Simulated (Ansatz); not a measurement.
A run of Ansatz 0.2.0 is set up as follows.

Contents of input.yaml:

```yaml
crystal:
  lattice:
    - [0.0, 2.1657188437, 2.1657188437]
    - [2.1657188437, 0.0, 2.1657188437]
    - [2.1657188437, 2.1657188437, 0.0]
  atoms:
    - { symbol: Ti, position: [0.0, 0.0, 0.0] }
    - { symbol: C, position: [0.5, 0.5, 0.5] }
kpoints:
  mp_grid: { grid: [8, 8, 8] }
scf:
  occupations: { method: fermi_dirac, width: 0.05 }
hamiltonian:
  xc: pbesol
  pseudopotentials: { kind: all_electron, lapw: { basis_error: 0.001 } }
output:
  forces: true
  stress: true
elastic:
  mode: relaxed_ion
  stencil: two_point
```

Potentials or basis: all-electron LAPW, scalar-relativistic.

Launch:

```sh
$ ansatz run input.yaml --threads 1 --pin off --max-ram 3072MiB --backend cpu --events-out ev --progress --plain --runs-dir out
```

(1) What does it give for the elastic constants C11, C12, C44?

(2) Estimate the Voigt bulk modulus.

(3) Estimate the band gap on the k mesh.

(4) Estimate the pressure.

## Answers

(1) 482, 119, 167 GPa.

(2) 240 GPa.

(3) none (metal or under the smearing width).

(4) -6.7 GPa.

Caveat: a metal's response needs a denser mesh; the cell is more than 3 GPa from zero pressure, which shifts response properties; elastic constants of metals need much finer meshes, so these are rough.
